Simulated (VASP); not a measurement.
Crystal: TePb.

```
Pb Te
1.0
     0.00000    3.23100    3.23100
     3.23100    0.00000    3.23100
     3.23100    3.23100    0.00000
Pb Te
1 1
Direct
  0.00000 0.00000 0.00000
  0.50000 0.50000 0.50000
```

- Program: VASP 6.6.1
- Task: relaxation of cell and atoms
- Functional: revPBE
- Potentials or basis: VASP PAW PBE potentials, release 64 (Pb_d, Te)
- Cutoff: 600 eV
- k mesh: 7 × 7 × 7
- Occupations: fermi-dirac, width 0.05 eV
- Spin: no spin polarisation

At the start: pressure 3.2 GPa; volume 33.73 Å³/atom.

Problem. Where does the relaxation end?

Solution. Over 3 steps the energy falls by 24.8 meV/atom and the volume is 36.38 Å³/atom (+7.9 %); space group Fm-3m (No. 225, to 0.05 Å).

The path:
```
step  energy change (eV)  largest force (eV/Å)  pressure (GPa)  volume (Å³)
   1              0.0000                0.0000            3.20        67.46
   2             -0.0464                0.0000           -0.67        74.24
   3             -0.0495                0.0000            0.01        72.77
```

Final structure:
```xyz
2
Lattice="0.0000 3.3136 3.3136 3.3136 0.0000 3.3136 3.3136 3.3136 0.0000" Properties=species:S:1:pos:R:3 pbc="T T T"
Pb    0.0000    0.0000    0.0000
Te    3.3136    3.3136    3.3136
```

Caveat: the PAW data sets were made with another functional, which shifts forces and pressure a little.
